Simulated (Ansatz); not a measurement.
# InSb: the cost of one run

Computed with Ansatz 0.2.0 (DFT PBE, scalar-relativistic, plane waves, PAW, unless a step's input says otherwise).

1 further run of the same task is left out (set aside as unsound or not needed).

## Step 1: The structure to begin with

Symmetry: F-43m, No. 216, cubic system. The conventional cell has a = 6.635 Å, b = 6.635 Å, c = 6.635 Å, α = 90.00°, β = 90.00°, γ = 90.00°. In (site symmetry -43m) is surrounded by 4 Sb at 2.87 Å. Sb (site symmetry -43m) has 4 In at 2.87 Å in its first shell of neighbours.

As a file:

```cif
data_structure
_symmetry_space_group_name_H-M 'P 1'
_symmetry_Int_Tables_number 1
_cell_length_a 4.6915
_cell_length_b 4.6915
_cell_length_c 4.6915
_cell_angle_alpha 60.000
_cell_angle_beta 60.000
_cell_angle_gamma 60.000
_cell_volume 73.02
loop_
_atom_site_label
_atom_site_type_symbol
_atom_site_fract_x
_atom_site_fract_y
_atom_site_fract_z
_atom_site_occupancy
In1 In 0.00000 0.00000 0.00000 1
Sb1 Sb 0.25000 0.25000 0.25000 1
```

This cell was relaxed beforehand with the same method: volume 36.51 Å³/atom, gap on the mesh none (metal).

## Step 2: Building the [001] wire, 8 host atoms a period

The wire is cut from the relaxed crystal, periodic along c with vacuum across. Atoms and period relax; energies count from the bulk, -6041.2940 eV an atom.

The cell holds 4 In, 4 Sb: a = 14.000 Å, b = 15.900 Å, c = 6.635 Å, α = 90.00°, β = 90.00°, γ = 90.00°.

## Step 3: Relaxation

Pressure and volume refer to the whole cell with its vacuum; only the period along c may change.

input.yaml reads:

```yaml
crystal:
  lattice:
    - [14.0, 0.0, 0.0]
    - [0.0, 15.9, 0.0]
    - [0.0, 0.0, 6.6348499704]
  atoms:
    - { symbol: In, position: [0.6777191956, 0.5, 0.0], spin: 0.3 }
    - { symbol: Sb, position: [0.3222808044, 0.6043215404, 0.75], spin: 0.3 }
    - { symbol: Sb, position: [0.3222808044, 0.3956784596, 0.25], spin: 0.3 }
    - { symbol: In, position: [0.4407602681, 0.5, 0.5], spin: 0.3 }
    - { symbol: Sb, position: [0.5592397319, 0.6043215404, 0.25], spin: 0.3 }
    - { symbol: In, position: [0.4407602681, 0.2913569192, 0.0], spin: 0.3 }
    - { symbol: In, position: [0.4407602681, 0.7086430808, 0.0], spin: 0.3 }
    - { symbol: Sb, position: [0.5592397319, 0.3956784596, 0.75], spin: 0.3 }
basis:
  ecutwfc: 420
kpoints:
  mp_grid: { grid: [1, 1, 8] }
hamiltonian:
  xc: pbe
scf:
  occupations: { method: gaussian, width: 0.05 }
output:
  forces: true
  stress: true
  eigenvalues: true
  populations: true
  write_density: true
  write_potential: true
  elf: true
  volumetric_format: npy
magnetization:
  spin_polarized: true
relax:
  adjacent_minimum: "off"
  f_tol: 0.02
  max_steps: 45
  cell: { fix: [a, b, alpha, beta, gamma], stress_tol: 0.03 }
```

Run with:

```
> ansatz run input.yaml --threads 4 --pin off --max-ram 11264MiB --backend cpu --events-out ev --progress --plain --runs-dir out
```

**Question.** How long does this run take on 4 threads of Intel Xeon at 2.70GHz, shared host, and how much memory does it need?

About 28 min, with a peak of 2.9 GiB.
